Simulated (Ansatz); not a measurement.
A relaxation of cell and atoms of SrO built on the rocksalt prototype with the plane-wave code Ansatz, at the level PBE. The starting cell was estimated from covalent radii.

input.yaml:
```yaml
crystal:
  lattice:
    - [0.0, 2.552913, 2.552913]
    - [2.552913, 0.0, 2.552913]
    - [2.552913, 2.552913, 0.0]
  atoms:
    - { symbol: Sr, position: [0.0, 0.0, 0.0] }
    - { symbol: O, position: [0.5, 0.5, 0.5] }
kpoints:
  mp_grid: { grid: [8, 8, 8] }
hamiltonian:
  xc: pbe
scf:
  occupations: { method: fermi_dirac, width: 0.02 }
relax:
  f_tol: 0.005
  cell: {}
```

Command: `ansatz run input.yaml --threads 2 --pin off --max-ram 2211MiB --backend cpu --events-out ev --progress --plain --runs-dir out`.

**Question.** It took 3.3 s on 2 threads of Arm Neoverse V2 (shared host). What peak of host memory did it reach?

**Answer.** About 0.28 GiB.

**Question.** What will the output look like, and what does it show?

**Answer.** Main lines of the log:
```
Pseudopotential: Sr, paw, valence charge 10, recommended cutoff 420 eV (normal)
Pseudopotential: O, paw, valence charge 6, recommended cutoff 420 eV (normal)
Functional definition: PBE
Crystal: 2 atoms, lattice volume = 33.277 Å³
Basis set: ecut = 420 eV, 645 PW (Γ)
Bands: 12, of which v1, the nominal top of the filled ones, is band 8 counted from 1 (7 counted from 0)
Symmetry: 48 space group operations
Space group: Fm-3m (ITA 225)
k-points: 29 of 512
preconditioner: auto → none  [insulator: Δε(μ)=3.293 eV  σ=0.020 eV  ℏωp=24.1 eV]
relax step 1: F+E_penalty+E_count = -4114.60260973 eV  P = +4.933 GPa  Ω = 33.277 Å³
relax step 2: F+E_penalty+E_count = -4114.59919123 eV  P = -3.870 GPa  Ω = 36.611 Å³
relax step 3: F+E_penalty+E_count = -4114.62320795 eV  P = -0.294 GPa  Ω = 35.066 Å³
relax step 4: F+E_penalty+E_count = -4114.62358107 eV  P = +0.020 GPa  Ω = 34.945 Å³
relax step 5: F+E_penalty+E_count = -4114.62861785 eV  P = +0.257 GPa  Ω = 34.945 Å³  (SCF on a basis re-selected at this cell)
relax step 6: F+E_penalty+E_count = -4114.62848419 eV  P = +0.018 GPa  Ω = 35.042 Å³
relax step 7: F+E_penalty+E_count = -4114.62870998 eV  P = +0.023 GPa  Ω = 35.042 Å³  (SCF on a basis re-selected at this cell)
SCF converged after 8 iterations
Free energy (F): -4114.628710 eV
Fermi energy:    9.272404 eV
--- Per-component energies (eV) ---
  E_band       = -63.886091
  E_kinetic    = 422.145758
  E_local      = -878.425024
  E_nonlocal   = 250.054476
  E_hartree    = 238.490259
  E_xc         = -249.125657
  E_vxc        = -258.827696
  E_paw        = -2852.272235
  E_vpaw       = -75.816489
  E_ewald      = -1045.498654
--- Forces (eV/Å), atoms counted from 1 ---
  atom   1  Sr      0.00000      0.00000      0.00000
  atom   2  O       0.00000      0.00000      0.00000
--- Stress (GPa, compression-positive) ---
        0.022677       0.000000       0.000000
        0.000000       0.022677       0.000000
        0.000000       0.000000       0.022677
  P = ⅓ Tr σ = 0.0227 GPa (0.227 kbar)
--- Relaxed structure (5 steps of the walk, 5 accepted, 2 SCFs on fresh bases) ---
  F+E_penalty+E_count = -4114.62870998 eV
  cell:  # Å, volume = 35.0415 Å³
    - [0.000000, 2.597274, 2.597274]
    - [2.597274, 0.000000, 2.597274]
    - [2.597274, 2.597274, 0.000000]
  atoms:
    - { symbol: Sr, position: [0.000000, 0.000000, 0.000000] }
    - { symbol: O, position: [0.500000, 0.500000, 0.500000] }
```
Only the leading digits can be foreseen; the rest is this run's record.

The walk took 5 steps and changed the volume by +5.3 %. The last SCF, on a fresh basis, lies 13.1 meV an atom below the first. Final cell: the symmetry is Fm-3m (No. 225, cubic); conventional cell a = 5.195 Å, 17.52 Å³ an atom. Sr has 6 O at 2.60 Å; O has 6 Sr at 2.60 Å.

(Simulation; spin polarisation is off.)
